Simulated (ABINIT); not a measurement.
# PbSe (Clausthalite) (Fm-3m) in ABINIT: a series of runs, part 2 of 2

ABINIT 10.8.3 (patched build). Earlier steps stand in the parts before.

### Step 3. Relaxation of cell and atoms, PBE

The input, run.abi:

```
# Pseudopotentials
pp_dirpath "./"
pseudos "82_Pb_14_3.0_3.1_pbe_n_v1.0.psp8, 34_Se_16_1.9_2.1_pbe_n_v1.0.psp8"

# Structure
acell 8.1795146323 8.1795146323 8.1795146323
rprim
     0.0000000000     0.7071067812     0.7071067812
     0.7071067812     0.0000000000     0.7071067812
     0.7071067812     0.7071067812     0.0000000000
ntypat 2
znucl 82 34
natom 2
typat 1 2
chkprim 0
chksymtnons 0
tolsym 1.0e-6
xred
            0.0            0.0            0.0
            1/2            1/2            1/2

# Plane-wave basis
ecut 34.0
ecutsm 0.5

# k points
kptopt 1
ngkpt 6 6 6
nshiftk 1
shiftk 0.0 0.0 0.0

# Exchange and correlation
ixc 11

# Bands and occupations
nband 19
occopt 3
tsmear 0.00183747

# SCF cycle
nstep 80
tolvrs 1.0e-12

# Output
iomode 3
prteig 0
prtebands 0
prtwf 0
prtden 0

# Relaxation
ionmov 2
optcell 2
ntime 50
tolmxf 2.0e-5
dilatmx 1.08
```

Potentials or basis: SPMS NC PBE v1.0.

Command:

```bash
abinit run.abi > log 2>&1
```

run.abo:

```text
.Version 10.8.3 of ABINIT
 Symmetries : space group Fm -3 m (#225); Bravais cF (face-center cubic)
================================================================================
 Values of the parameters that define the memory need of the present run
     intxc =       0    ionmov =       2      iscf =       7    lmnmax =       6
     lnmax =       6     mgfft =      48  mpssoang =       3    mqgrid =    3001
     natom =       2  nloc_mem =       1    nspden =       1   nspinor =       1
    nsppol =       1      nsym =      48    n1xccc =    2501    ntypat =       2
    occopt =       3   xclevel =       2
       mpw =        4651          nfft =      110592          nkpt =          16
================================================================================
================================================================================

--------------------------------------------------------------------------------
------------- Echo of variables that govern the present computation ------------
--------------------------------------------------------------------------------
 -outvars: echo values of preprocessed input variables --------
            acell      8.1795146323E+00  8.1795146323E+00  8.1795146323E+00 Bohr
              amu      2.07200000E+02  7.89600000E+01
          chkprim           0
      chksymtnons           0
          dilatmx      1.08000000E+00
             ecut      3.40000000E+01 Hartree
           ecutsm      5.00000000E-01 Hartree
           ionmov           2
              ixc          11
         kptrlatt        6    0    0      0    6    0      0    0    6
          kptrlen      4.90770878E+01
            natom           2
            nband          19
            ngfft          48      48      48
             nkpt          16
            nstep          80
             nsym          48
            ntime          50
           ntypat           2
           occopt           3
          optcell           2
           prtden           0
        prtebands           0
           prteig           0
            prtwf           0
            rprim      0.0000000000E+00  7.0710678120E-01  7.0710678120E-01
                       7.0710678120E-01  0.0000000000E+00  7.0710678120E-01
                       7.0710678120E-01  7.0710678120E-01  0.0000000000E+00
          spgroup         225
[... 473 lines left out ...]
    2      3.10614636121329     3.10614636121329     3.10614636121329

 cartesian forces (hartree/bohr) at end:
    1     -0.00000000000000    -0.00000000000000    -0.00000000000000
    2     -0.00000000000000    -0.00000000000000    -0.00000000000000
 frms,max,avg= 0.0000000E+00 0.0000000E+00   0.000E+00  0.000E+00  0.000E+00 h/b

 cartesian forces (eV/Angstrom) at end:
    1     -0.00000000000000    -0.00000000000000    -0.00000000000000
    2     -0.00000000000000    -0.00000000000000    -0.00000000000000
 frms,max,avg= 0.0000000E+00 0.0000000E+00   0.000E+00  0.000E+00  0.000E+00 e/A
 length scales=  8.301102585706  8.301102585706  8.301102585706 bohr
              =  4.392754310744  4.392754310744  4.392754310744 angstroms
 Fermi (or HOMO) energy (hartree) =   0.14691   Average Vxc (hartree)=  -0.36464
 Eigenvalues (hartree) for nkpt=  16  k points:
 kpt#   1, nband= 19, wtk=  0.00463, kpt=  0.0000  0.0000  0.0000 (reduced coord)
  -1.59150   -1.59150   -1.59140   -1.59140   -1.59140   -0.47582   -0.47582   -0.47582
  -0.47534   -0.47534   -0.34591   -0.09382    0.07882    0.07882    0.07882    0.30988
   0.30988    0.30988    0.38389
      occupation numbers for kpt#   1
   2.00000    2.00000    2.00000    2.00000    2.00000    2.00000    2.00000    2.00000
   2.00000    2.00000    2.00000    2.00000    2.00000    2.00000    2.00000    0.00000
   0.00000    0.00000    0.00000
 prteigrs : prtvol=0 or 1, do not print more k-points.

--- !EnergyTerms
iteration_state     : {dtset: 1, itime: 4, icycle: 1, }
comment             : Components of total free energy in Hartree
kinetic             :  9.06782715868269E+01
hartree             :  4.28255027492467E+01
xc                  : -3.70563450210510E+01
Ewald energy        : -1.09057074020816E+02
psp_core            :  6.46325743485807E+00
local_psp           : -1.14304958206852E+02
non_local_psp       : -5.72717798126958E+01
internal            : -1.77723125290483E+02
'-kT*entropy'       : -9.09710212775274E-06
total_energy        : -1.77723134387585E+02
total_energy_eV     : -4.83609285466697E+03
band_energy         : -2.12252326848085E+01
...

 Cartesian components of stress tensor (hartree/bohr^3)
  sigma(1 1)= -1.58242696E-07  sigma(3 2)=  0.00000000E+00
  sigma(2 2)= -1.58242696E-07  sigma(3 1)=  0.00000000E+00
  sigma(3 3)= -1.58242696E-07  sigma(2 1)=  0.00000000E+00

-Cartesian components of stress tensor (GPa)         [Pressure=  4.6557E-03 GPa]
- sigma(1 1)= -4.65566085E-03  sigma(3 2)=  0.00000000E+00
- sigma(2 2)= -4.65566085E-03  sigma(3 1)=  0.00000000E+00
- sigma(3 3)= -4.65566085E-03  sigma(2 1)=  0.00000000E+00

== END DATASET(S) ==============================================================
================================================================================

 -outvars: echo values of variables after computation  --------
            acell      8.3011025857E+00  8.3011025857E+00  8.3011025857E+00 Bohr
           etotal     -1.7772313439E+02
            fcart     -0.0000000000E+00 -0.0000000000E+00 -0.0000000000E+00
                      -0.0000000000E+00 -0.0000000000E+00 -0.0000000000E+00
            rprim      0.0000000000E+00  7.0710678119E-01  7.0710678119E-01
                       7.0710678119E-01  0.0000000000E+00  7.0710678119E-01
                       7.0710678119E-01  7.0710678119E-01  0.0000000000E+00
           strten     -1.5824269595E-07 -1.5824269595E-07 -1.5824269595E-07
                       0.0000000000E+00  0.0000000000E+00  0.0000000000E+00
           xangst     -2.4416084708E-32  2.4416084708E-32 -2.4416084708E-32
                       3.1061463612E+00  3.1061463612E+00  3.1061463612E+00
             xred      3.9302856126E-33 -1.1790856838E-32  3.9302856126E-33
                       5.0000000000E-01  5.0000000000E-01  5.0000000000E-01
 Calculation completed.
```

Run time: 2.8 min. Hardware: 1 thread of Arm Neoverse V1, shared host; peak memory 0.11 GiB.

Results:

- Free energy: -4836.0929 eV
- Relaxed volume: 29.97 Å³/atom
- Relaxed cell: a = 4.393 Å, b = 4.393 Å, c = 4.393 Å, α = 60.00°, β = 60.00°, γ = 60.00°
- Space group after relaxing (to 0.05 Å): Fm-3m (No. 225)
- Energy gained by relaxing: 8.9 meV/atom
- Ionic steps: 4
- Pressure after relaxing: 0.0 GPa
- Band gap on the k mesh: 0.44 eV, direct

Step by step:
```
step  energy change (eV)  largest force (eV/Å)  pressure (GPa)  volume (Å³)
   1              0.0000                0.0000            2.29        57.34
   2             -0.0053                0.0000            1.90        57.74
   3             -0.0178                0.0000            0.10        59.82
   4             -0.0179                0.0000            0.00        59.94
```

Final structure:
```xyz
2
Lattice="0.0000 3.1061 3.1061 3.1061 0.0000 3.1061 3.1061 3.1061 0.0000" Properties=species:S:1:pos:R:3 pbc="T T T"
Pb    0.0000    0.0000    0.0000
Se    3.1061    3.1061    3.1061
```

Caveat: spin-orbit coupling is left out, which as a rule narrows the gap of such compounds by several tenths of an eV.

### Step 4. Single point, PBE (cell relaxed)

The input, run.abi:

```
# Pseudopotentials
pp_dirpath "./"
pseudos "82_Pb_14_3.0_3.1_pbe_n_v1.0.psp8, 34_Se_16_1.9_2.1_pbe_n_v1.0.psp8"

# Structure
acell 4.392754309 4.392754309 4.392754309 Angstrom
rprim
     0.0000000000     0.7071067812     0.7071067812
     0.7071067812     0.0000000000     0.7071067812
     0.7071067812     0.7071067812     0.0000000000
ntypat 2
znucl 82 34
natom 2
typat 1 2
xred
     0.0000000000     0.0000000000     0.0000000000
     0.5000000000     0.5000000000     0.5000000000
chkprim 0
chksymtnons 0
tolsym 1.0e-6

# Plane-wave basis
ecut 34.0

# k points
kptopt 1
ngkpt 6 6 6
nshiftk 1
shiftk 0.0 0.0 0.0

# Exchange and correlation
ixc 11

# Bands and occupations
nband 19
occopt 3
tsmear 0.00183747

# SCF cycle
nstep 100
tolvrs 1.0e-10

# Output
iomode 3
prtwf 0
prtden 0
prteig 0
prtebands 0
```

Command:

```bash
abinit run.abi > log 2>&1
```

Wall time 34 s (1 thread of Arm Neoverse V1, shared host); peak memory 0.09 GiB.

Results (log left out):

| Item | Value |
| --- | --- |
| Free energy | -4836.0929 eV |
| Pressure | 0.0 GPa |
| Band gap on the k mesh | 0.44 eV, direct |
| Valence electrons inside the program's atomic spheres | Pb 9.73; Se 13.21 |

Levels at points of the mesh, in eV from the valence-band top:
| k point | band 11 | band 12 | band 13 | band 14 | band 15 | band 16 | band 17 | band 18 | band 19 |
| --- | --- | --- | --- | --- | --- | --- | --- | --- | --- |
| (0.00, 0.00, 0.00) | -13.19 | -6.33 | -1.63 | -1.63 | -1.63 | 4.65 | 4.65 | 4.65 | 6.67 |
| (0.50, 0.00, 0.00) | -12.23 | -8.51 | -1.26 | -1.26 | 0.00 | 0.44 | 1.83 | 1.83 | 8.54 |
| (0.50, 0.50, 0.00) | -11.92 | -7.26 | -4.58 | -2.92 | -2.92 | 3.93 | 5.48 | 5.48 | 5.90 |

Caveat: spin-orbit coupling is left out, which as a rule narrows the gap of such compounds by several tenths of an eV. A k mesh can miss the band edges.

### Step 5. Single point, LDA

The input, run.abi:

```
# Pseudopotentials
pp_dirpath "./"
pseudos "Pb.LDA_PW-JTH.xml, Se.LDA_PW-JTH.xml"

# Structure
acell 4.3284127397 4.3284127397 4.3284127397 Angstrom
rprim
     0.0000000000     0.7071067812     0.7071067812
     0.7071067812     0.0000000000     0.7071067812
     0.7071067812     0.7071067812     0.0000000000
ntypat 2
znucl 82 34
natom 2
typat 1 2
xred
     0.0000000000     0.0000000000     0.0000000000
     0.5000000000     0.5000000000     0.5000000000

# Plane-wave basis
ecut 12.0
pawecutdg 24.0

# k points
kptopt 1
ngkpt 6 6 6
nshiftk 1
shiftk 0.0 0.0 0.0

# Exchange and correlation
ixc 7

# Bands and occupations
nband 14
occopt 3
tsmear 0.05 eV

# SCF cycle
nstep 100
tolvrs 1.0e-9

# Output
iomode 3
prtwf 0
prtden 0
prteig 0
prtebands 0
enunit 2
prtvol 2
```

Potentials or basis: JTH PAW LDA v2.0.

Command:

```bash
abinit run.abi > log 2>&1
```

Run time: 7.1 s. Hardware: 1 thread of Arm Neoverse V1, shared host; peak memory 0.07 GiB.

It converged, with:

| Quantity | Value |
| --- | --- |
| Free energy | -1934.8374 eV |
| Band gap on the k mesh | 0.18 eV, direct |
| Valence electrons inside the program's atomic spheres | Pb 11.35; Se 3.89 |

Levels at points of the mesh, in eV from the valence-band top:
| k point | band 7 | band 8 | band 9 | band 10 | band 11 | band 12 | band 13 | band 14 |
| --- | --- | --- | --- | --- | --- | --- | --- | --- |
| (0.00, 0.00, 0.00) | -6.43 | -1.84 | -1.84 | -1.84 | 4.63 | 4.63 | 4.63 | 6.56 |
| (0.50, 0.00, 0.00) | -8.88 | -1.40 | -1.40 | 0.00 | 0.18 | 1.62 | 1.62 | 8.48 |
| (0.50, 0.50, 0.00) | -7.50 | -4.98 | -3.21 | -3.21 | 3.68 | 5.53 | 5.53 | 5.96 |

Caveat: the cutoff is too short for stress, so the log's stress isn't used; spin-orbit coupling is left out, which as a rule narrows the gap of such compounds by several tenths of an eV. A k mesh can miss the band edges.

### Step 6. Single point, PBEsol

The input, run.abi:

```
# Pseudopotentials
pp_dirpath "./"
pseudos "Pb.upf, Se.upf"

# Structure
acell 3*1.0 Angstrom
rprim
     0.0000000000     3.0606500000     3.0606500000
     3.0606500000     0.0000000000     3.0606500000
     3.0606500000     3.0606500000     0.0000000000
ntypat 2
znucl 82 34
natom 2
typat 1 2
xred
     0.0000000000     0.0000000000     0.0000000000
     0.5000000000     0.5000000000     0.5000000000

# Plane-wave basis
ecut 39.0

# k points
kptopt 1
ngkpt 6 6 6
nshiftk 1
shiftk 0.0 0.0 0.0

# Exchange and correlation
ixc -116133

# Bands and occupations
nband 19
occopt 3
tsmear 0.00183747

# SCF cycle
nstep 100
tolvrs 1.0e-10

# Output
iomode 3
prtwf 0
prtden 0
prteig 0
prtebands 0
enunit 2
```

Potentials or basis: PseudoDojo NC SR PBEsol v0.4.1 standard.

Command:

```bash
abinit run.abi > log 2>&1
```

It took 52 s on 1 thread of Intel Xeon Platinum 8259CL at 2.50GHz (Skylake/Cascade Lake), shared host; peak memory 0.1 GiB.

Results (log left out):

* Free energy: -5208.7449 eV
* Pressure: -0.8 GPa
* Band gap on the k mesh: 0.21 eV, direct
* Valence electrons inside the program's atomic spheres: Pb 10.06; Se 13.21

Levels at points of the mesh, in eV from the valence-band top:
| k point | band 12 | band 13 | band 14 | band 15 | band 16 | band 17 | band 18 | band 19 |
| --- | --- | --- | --- | --- | --- | --- | --- | --- |
| (0.00, 0.00, 0.00) | -6.33 | -1.86 | -1.86 | -1.86 | 4.69 | 4.69 | 4.69 | 6.47 |
| (0.50, 0.00, 0.00) | -8.82 | -1.45 | -1.45 | 0.00 | 0.21 | 1.66 | 1.66 | 8.42 |
| (0.50, 0.50, 0.00) | -7.40 | -5.01 | -3.24 | -3.24 | 3.60 | 5.59 | 5.59 | 6.01 |

Caveat: spin-orbit coupling is left out, which as a rule narrows the gap of such compounds by several tenths of an eV.

### Step 7. Overview

```csv
task,level,potentials or basis,cell,cutoff (eV),cell freedom (optcell),optimiser (ionmov),cutoff smearing ecutsm (Ha),force stop (Ha/bohr),fine-grid cutoff,gap on the mesh (eV),pressure (GPa)
single point,LDA,PseudoDojo NC SR LDA v0.4.1 standard,as given,1061,-,-,-,-,-,0.19,-2.5
relaxation of cell and atoms,PBE,SPMS NC PBE v1.0,relaxed,925,2,2,0.5,2e-05,-,0.44,0.0
single point,PBE,SPMS NC PBE v1.0,cell relaxed,925,-,-,-,-,-,0.44,0.0
single point,LDA,JTH PAW LDA v2.0,as given,327,-,-,-,-,653.073 eV,0.18,-
single point,PBEsol,PseudoDojo NC SR PBEsol v0.4.1 standard,as given,1061,-,-,-,-,-,0.21,-0.8
```

Alike in all rows: no spin polarisation; k mesh 6 × 6 × 6; smearing fermi-dirac 0.05 eV.

Caveats: spin-orbit coupling is left out, which as a rule narrows the gap of such compounds by several tenths of an eV.

Absolute energies hang on the potentials; compare differences alone.

### Step 8. Against experiment

Step 2. Against the measured gap of PbSe, 0.15 eV (direct; 4.2 K; a printed reference work, monograph), the calculated 0.19 eV is off by +0.04 eV. 2 values of this kind are on record (0.15 to 0.28 eV); this one was drawn at random. Spin-orbit coupling on Pb, Se is left out. The value is that of LDA on a finite k mesh, which can miss the band edges, without temperature or zero-point motion.

Step 3. The cell as given is a measured one (28.67 Å³/atom); PBE puts the equilibrium volume +4.5 % from it, thermal expansion not counted.

Step 6. A measured gap of PbSe is 0.15 eV (direct; 4.2 K; a printed reference work, monograph); the calculated 0.21 eV misses it by +0.06 eV. 2 values of this kind are on record (0.15 to 0.28 eV); this one was drawn at random. Spin-orbit coupling on Pb, Se is left out. The value is that of PBEsol on a finite k mesh, which can miss the band edges, without temperature or zero-point motion.
